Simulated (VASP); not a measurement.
# I (C2/m) in VASP: further runs

Runs on I. Level: r2SCAN. Tasks: single point.

Everything below comes from runs of VASP 6.6.1. Logs are shortened: lines on timing, memory, paths and dates and some standing lists are left out, and cuts for length are marked.

**1. The structure**

Symmetry: C2/m, No. 12, monoclinic system. The conventional cell has a = 5.077 Å, b = 7.413 Å, c = 2.880 Å, α = 90.00°, β = 124.24°, γ = 90.00°. I (site symmetry 2/m) is surrounded by 2 I at 2.88 Å.

**2. Single point, r2SCAN**

The input, INCAR:

```
PREC     = Accurate       # precision mode
ENCUT    = 220            # plane-wave cutoff, eV
EDIFF    = 1E-6           # SCF threshold, eV
ISMEAR   = 0              # smearing method
SIGMA    = 0.05           # smearing width, eV
LREAL    = F              # projectors in reciprocal space
LASPH    = T              # aspherical terms in the spheres
NELM     = 100            # most SCF steps
ALGO     = Normal         # electronic algorithm
ISIF     = 2              # what is computed and relaxed
LWAVE    = F              # write WAVECAR
LCHARG   = F              # write CHGCAR
METAGGA  = R2SCAN         # meta-GGA
LMIXTAU  = T            
NBANDS   = 10             # bands
ADDGRID  = F
```

The input, KPOINTS:

```
Automatic mesh
0
Gamma
  5 5 8
```

The input, POSCAR:

```
I
1.0
    2.5383465792     -3.7066249365      0.0000000000
    2.5383465792      3.7066249365      0.0000000000
   -1.6208748370      0.0000000000      2.3810977968
I
1
Direct
    0.5000000000      0.5000000000      0.5000000000
```

Potentials or basis: VASP PAW PBE potentials, release 64 (I).

Launch:

```bash
cat potpaw_PBE.64/I/POTCAR > POTCAR
mpirun -np 1 vasp_std > vasp.out
```

OUTCAR:

```text
PREC = Accurate
   ENCUT = 220
   EDIFF = 1E-6
   ISMEAR = 0
   LREAL = F
   LASPH = T
   NELM = 100
   ISIF = 2
   METAGGA = R2SCAN

 Found     63 irreducible k-points:

 Following reciprocal coordinates:
            Coordinates               Weight
  0.000000  0.000000  0.000000      1.000000
  0.200000 -0.000000 -0.000000      4.000000
  0.400000 -0.000000  0.000000      4.000000
  0.200000  0.200000 -0.000000      2.000000
  0.400000  0.200000 -0.000000      4.000000
 -0.400000  0.200000 -0.000000      4.000000
   k-points           NKPTS =     63   k-points in BZ     NKDIM =     63   number of bands    NBANDS=     10
   number of dos      NEDOS =    301   number of ions     NIONS =      1
   total plane-waves  NPLWV =   8064
   dimension x,y,z NGX =    24 NGY =   24 NGZ =   14
   dimension x,y,z NGXF=    48 NGYF=   48 NGZF=   28
   ions per type =               1
   NGX,Y,Z   is equivalent  to a cutoff of   8.88,  8.88,  8.08 a.u.
   NGXF,Y,Z  is equivalent  to a cutoff of  17.76, 17.76, 16.16 a.u.
 SYSTEM =  unknown system
   PREC   = accura    normal or accurate (medium, high low for compatibility)
   ISTART =      0    job   : 0-new  1-cont  2-samecut
   ICHARG =      2    charge: 1-file 2-atom 10-const
   ISPIN  =      1    spin polarized calculation?
   LNONCOLLINEAR =      F non collinear calculations
   LSORBIT =      F    spin-orbit coupling
   LASPH  =      T    aspherical Exc in radial PAW
   ENCUT  =  220.0 eV  16.17 Ry    4.02 a.u.   5.43  5.43  3.48*2*pi/ulx,y,z
   NELM   =    100;   NELMIN=  2; NELMDL= -5     # of ELM steps
   EDIFF  = 0.1E-05   stopping-criterion for ELM
[... 18 lines left out ...]
     AMIX     =   0.40;   BMIX     =  1.00
     AMIX_MAG =   1.60;   BMIX_MAG =  1.00
  volume/ion in A,a.u.               =      44.81       302.37
  Fermi-wavevector in a.u.,A,eV,Ry     =   0.881716  1.666201 10.577477  0.777423
  Thomas-Fermi vector in A             =   2.002249
   LORBIT       =      0    0 simple, 1 ext, 2 COOP (PROOUT), +10 PAW based schemes
   METAGGA = R2SCAN    functional components
[... 5 lines left out ...]
 non-spin polarized calculation
 Gauss-broadening in eV      SIGMA  =   0.05
  energy-cutoff  :      220.00
  volume of cell :       44.81
 maximum number of plane-waves:       343
 NGX is ok and might be reduce to    24
   NGX = 11   NGY = 11   NGZ =  7

 number of electron       7.0000002 magnetization

 Free energy of the ion-electron system (eV)
  ---------------------------------------------------
  ext. energy  EPLUGINS =         0.00000000
  ---------------------------------------------------
  free energy    TOTEN  =       -24.48944275 eV

  energy without entropy =      -24.48720439  energy(sigma->0) =      -24.48832357

 E-fermi :   1.6449     XC(G=0):  -8.1522

 val. band max:        1.6361365952   @ k =  -0.2000  -0.2000   0.3750
 cond. band min:       1.6568462529   @ k =  -0.2000   0.2000   0.5000
 fundamental gap:      0.0207096577
 Fermi energy:         1.6449381811

 k-point     1 :       0.0000    0.0000    0.0000
  band No.  band energies     occupation
      1     -12.1238      2.00000
      2       0.2565      2.00000
      3       0.2640      2.00000
      4       6.2728      0.00000
      5       6.7331      0.00000
      6      10.2331      0.00000
      7      10.5606      0.00000
      8      13.2001      0.00000
      9      13.4607      0.00000
     10      18.7184      0.00000

 k-point     2 :       0.2000   -0.0000   -0.0000
  band No.  band energies     occupation
      1     -12.0237      2.00000
      2      -0.6105      2.00000
      3       0.0726      2.00000
      4       6.2786      0.00000
      5       7.8316      0.00000
      6       9.6199      0.00000
      7      11.3308      0.00000
      8      13.4604      0.00000
      9      15.8420      0.00000
     10      19.0247      0.00000

 k-point     3 :       0.4000   -0.0000    0.0000
  band No.  band energies     occupation
      1     -11.8514      2.00000
      2      -1.6860      2.00000
      3      -0.1981      2.00000
      4       6.2888      0.00000
      5       7.5314      0.00000
      6      12.0066      0.00000
      7      13.4336      0.00000
      8      14.0009      0.00000
      9      18.0256      0.00000
     10      18.6466      0.00000

 k-point     4 :       0.2000    0.2000   -0.0000
  band No.  band energies     occupation
      1     -11.8825      2.00000
      2      -1.3899      2.00000
      3      -0.3489      2.00000
      4       6.3120      0.00000
      5       8.9786      0.00000
      6       9.3174      0.00000
      7      13.2992      0.00000
      8      14.1947      0.00000
      9      18.1304      0.00000
     10      19.0629      0.00000

 k-point     5 :       0.4000    0.2000   -0.0000
  band No.  band energies     occupation
      1     -11.8012      2.00000
      2      -1.6456      2.00000
      3      -0.7593      2.00000
      4       6.2515      0.00000
      5       8.7335      0.00000
      6      11.5807      0.00000
      7      12.7100      0.00000
      8      14.9636      0.00000
      9      17.2701      0.00000
     10      19.0135      0.00000

 k-point     6 :      -0.4000    0.2000   -0.0000
  band No.  band energies     occupation
      1     -11.8989      2.00000
      2      -1.2557      2.00000
      3      -0.4222      2.00000
      4       6.1822      0.00000
      5       9.0928      0.00000
      6       9.3486      0.00000
      7      12.9343      0.00000
      8      14.0505      0.00000
      9      17.8900      0.00000
     10      18.8013      0.00000

 [... further k-points ...]
[... 5 lines left out ...]
  --------------------------------------------------------------------------------------
  -------------------------------------------------------------------------------------
  Total        0.1003728      0.0411371      0.6728953      0.0000000      0.0000000     -0.7767311
  in kB        3.5891358      1.4709823     24.0614211      0.0000000      0.0000000    -27.7743859
  external PRESSURE =       9.7071797 kB  Pullay stress =       0.0000000 kB

 VOLUME and BASIS-vectors are now :
 -----------------------------------------------------------------------------
  energy-cutoff  :      220.00
  volume of cell :       44.81
      direct lattice vectors                 reciprocal lattice vectors
     2.538346579 -3.706624936  0.000000000     0.196978618 -0.134893605  0.134088438
     2.538346579  3.706624936  0.000000000     0.196978618  0.134893605  0.134088438
    -1.620874837  0.000000000  2.381097797     0.000000000  0.000000000  0.419974350

 POSITION                                       TOTAL-FORCE (eV/Angst)
 -----------------------------------------------------------------------------------
      1.72791      0.00000      1.19055         0.000000      0.000000      0.000000
 -----------------------------------------------------------------------------------
    total drift:                               -0.000000     -0.000000     -0.000000

  FREE ENERGIE OF THE ION-ELECTRON SYSTEM (eV)
  ---------------------------------------------------
  free  energy   TOTEN  =       -24.4894427513 eV

  energy  without entropy=      -24.4872043924  energy(sigma->0) =      -24.48832357
```

stdout:

```text
POSCAR found type information on POSCAR I
 POSCAR found :  1 types and       1 ions
 scaLAPACK will be used
 -----------------------------------------------------------------------------
|                                                                             |
|                                                                             |
|     You enforced a specific xc type in the INCAR file but a different       |
|     I HOPE YOU KNOW WHAT YOU ARE DOING!                                     |
|                                                                             |
 -----------------------------------------------------------------------------

 LDA part: xc-table for (None), standard interpolation
 POSCAR, INCAR and KPOINTS ok, starting setup
 FFT: planning ... GRIDC
 FFT: planning ... GRID_SOFT
 FFT: planning ... GRID
 WAVECAR not read
 entering main loop
```

It took 22 s on 1 thread of Intel Xeon Platinum 8375C at 2.90GHz (Ice Lake), shared host; peak memory 0.12 GiB.

The run converged, but some of its settings lie outside the range that counts as converged, so its numbers aren't taken as properties of the crystal.

Results:

| Item | Value |
| --- | --- |
| Free energy | -24.4894 eV |
| Pressure | 1.0 GPa |
| Band gap on the k mesh | none (metal or under the smearing width) |

Caveat: the PAW data sets were made with another functional, which shifts forces and pressure a little; an odd number of electrons without spin polarisation forces a metal; a magnetic or distorted state may lie lower.

**3. Single point, r2SCAN**

Changes to INCAR since step 2:

```diff
@@ -1,3 +1,3 @@
 PREC     = Accurate       # precision mode
-ENCUT    = 220            # plane-wave cutoff, eV
+ENCUT    = 460            # plane-wave cutoff, eV
 EDIFF    = 1E-6           # SCF threshold, eV
```

The input, KPOINTS:

```
Automatic mesh
0
Gamma
  4 4 5
```

POSCAR is that of step 2.

Potentials or basis: VASP PAW PBE potentials, release 64 (I).

Launch:

```bash
cat potpaw_PBE.64/I/POTCAR > POTCAR
mpirun -np 1 vasp_std > vasp.out
```

It took 28 s on 1 thread of Intel Xeon Platinum 8375C at 2.90GHz (Ice Lake), shared host; peak memory 0.16 GiB.

The run converged, but some of its settings lie outside the range that counts as converged, so its numbers aren't taken as properties of the crystal.

Results:

- Free energy: -24.0722 eV
- Pressure: 1.9 GPa
- Band gap on the k mesh: none (metal or under the smearing width)

Caveat: the k mesh is coarse (spacing up to 0.53 Å⁻¹), so the values aren't converged; the PAW data sets were made with another functional, which shifts forces and pressure a little; an odd number of electrons without spin polarisation forces a metal; a magnetic or distorted state may lie lower.

**4. Single point, r2SCAN**

Changes to INCAR since step 3:

```diff
@@ -1,3 +1,3 @@
 PREC     = Accurate       # precision mode
-ENCUT    = 460            # plane-wave cutoff, eV
+ENCUT    = 280            # plane-wave cutoff, eV
 EDIFF    = 1E-6           # SCF threshold, eV
```

The input, KPOINTS:

```
Automatic mesh
0
Gamma
  5 5 7
```

POSCAR is that of step 3.

Launch:

```bash
cat potpaw_PBE.64/I/POTCAR > POTCAR
mpirun -np 1 vasp_std > vasp.out
```

It took 43 s on 1 thread of Intel Xeon Platinum 8375C at 2.90GHz (Ice Lake), shared host; peak memory 0.14 GiB.

The run converged, but some of its settings lie outside the range that counts as converged, so its numbers aren't taken as properties of the crystal.

Results:

| Property | Result |
| --- | --- |
| Free energy | -24.5243 eV |
| Pressure | 0.3 GPa |
| Band gap on the k mesh | none (metal or under the smearing width) |

Caveat: the k mesh is coarse (spacing up to 0.38 Å⁻¹), so the values aren't converged; the PAW data sets were made with another functional, which shifts forces and pressure a little; an odd number of electrons without spin polarisation forces a metal; a magnetic or distorted state may lie lower.

[end of part 1 of 2]
